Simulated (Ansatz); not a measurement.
## SnO: changing the screening of exact exchange

Symmetry: Pm-3m, No. 221, cubic system. The conventional cell has a = 3.132 Å, b = 3.132 Å, c = 3.132 Å, α = 90.00°, β = 90.00°, γ = 90.00°. Sn (site symmetry m-3m) is surrounded by 8 O at 2.71 Å. O (site symmetry m-3m) is surrounded by 8 Sn at 2.71 Å.

The cell comes from a database or a generator and needn't be the stable form of this composition.

Kept alike: task single point; functional HSE06 form with a typed share of exact exchange; k mesh 5 × 5 × 5; occupations fermi-dirac, width 0.05 eV; no spin polarisation. Program: Ansatz, Ansatz PAW, cutoff 420 eV. Exact-exchange share held at 0.25. The mesh is that of the run's cell of 2 atoms. No spin-orbit coupling.

| screening of exact exchange, ω (Å⁻¹) | pressure (GPa) |
| --- | --- |
| 0.1 | -3.97 |
| 0.15 | -3.91 |
| 0.2 | -3.81 |
| 0.3 | -3.55 |
| 0.4 | ? |
| 0.6 | -2.57 |

The k mesh is coarse, so the values aren't converged. Pressure is positive in compression, with a Pulay correction for the finite cutoff. All rows use potentials made for PBE. The mesh is thin for exact exchange.

**Question.** Fit the rows shown and predict the run at 0.4 Å⁻¹.

**Answer.** A least-squares parabola through the rows shown is pressure = 2.424 ω² + 1.134 ω - 4.121 (largest miss 0.014); at ω = 0.4 it gives -3.28 GPa. The run gave: pressure -3.24 GPa.
